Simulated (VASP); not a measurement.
The system is FeO (Wuestite).

```xyz
2
Lattice="0.0000 2.1554 2.1554 2.1554 0.0000 2.1554 2.1554 2.1554 0.0000" Properties=species:S:1:pos:R:3 pbc="T T T"
Fe    0.0000    0.0000    0.0000
O     2.1554    2.1554    2.1554
```

* Program: VASP 6.6.1
* Task: relaxation of cell and atoms
* Functional: PBE
* Dispersion: D3(BJ)
* Potentials or basis: VASP PAW PBE potentials, release 64 (Fe, O)
* Cutoff: 600 eV
* k mesh: 8 × 8 × 8
* Occupations: fermi-dirac, width 0.05 eV
* Spin: collinear spin, ferromagnetic start
* Starting moments: [3.0, 0.0] μB

At the start: pressure -3.5 GPa; volume 10.01 Å³/atom.

**Question.** Where does the relaxation end?

**Answer.** Over 3 steps the energy falls by 2.1 meV/atom and the volume is 9.82 Å³/atom (-1.9 %); space group Fm-3m (No. 225, to 0.05 Å); moment 4.00 μB per cell.

Step by step:
```
step  energy change (eV)  largest force (eV/Å)  pressure (GPa)  volume (Å³)
   1              0.0000                0.0000           -3.46        20.03
   2             -0.0024                0.0000            2.38        19.41
   3             -0.0043                0.0000            0.01        19.65
```

Final structure:
```
Fe O
1.0
     0.00000    2.14169    2.14169
     2.14169    0.00000    2.14169
     2.14169    2.14169    0.00000
Fe O
1 1
Direct
  0.00000 0.00000 0.00000
  0.50000 0.50000 0.50000
```

Caveat: a cell with one magnetic atom can't hold antiferromagnetic order, which such compounds often take; pairwise dispersion overbinds metals, which lowers pressure and volume.
